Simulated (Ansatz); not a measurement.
**How far is this Be4Se from the hull?**

Computed with DFT PBE, scalar-relativistic, plane waves, PAW (Ansatz 0.2.0). All cells share a 420 eV cutoff and Γ-centred k meshes spaced at most about 0.3 Å⁻¹ (about 0.25 or finer for metals, 2π included). No spin polarisation.

The zero of energy is the elements' standard structures at the same level; no fitted shifts are applied.

All energies are static (0 K, no zero-point motion). The reference form of Se is held partly by dispersion forces, which this level lacks.

The competitors are the elements and 1 reference phase of this chemical system (from databases or known types: BeSe), relaxed at the same level; other known phases may be missing.

The candidate was reached from: ordered vacancies on the anion sites of cuprite.

```cif
data_structure
_symmetry_space_group_name_H-M 'P-43m'
_symmetry_Int_Tables_number 215
_cell_length_a 3.9999
_cell_length_b 3.9999
_cell_length_c 3.9999
_cell_angle_alpha 90.000
_cell_angle_beta 90.000
_cell_angle_gamma 90.000
_cell_volume 64.00
loop_
_atom_site_label
_atom_site_type_symbol
_atom_site_symmetry_multiplicity
_atom_site_Wyckoff_symbol
_atom_site_fract_x
_atom_site_fract_y
_atom_site_fract_z
_atom_site_occupancy
Be1 Be 4 e 0.30864 0.30864 0.30864 1
Se1 Se 1 a 0.00000 0.00000 0.00000 1
```

Q: Is it stable, and against what?

A: Not stable. Its formation energy is 0.396 eV/atom. The lowest competing mixture at this composition is this:

```csv
phase,space group,source,share of atoms,ΔE_f (eV/atom)
Be,-,element,0.6000,0.000
BeSe,F-43m (No. 216),COD,0.4000,-0.797
```

The mixture lies at -0.319 eV/atom, and the candidate lies 0.72 eV/atom above it. The candidate matches no cell in the subsets of the Crystallography Open Database and the Materials Project at hand. A phase this far over the hull is unlikely to be made.
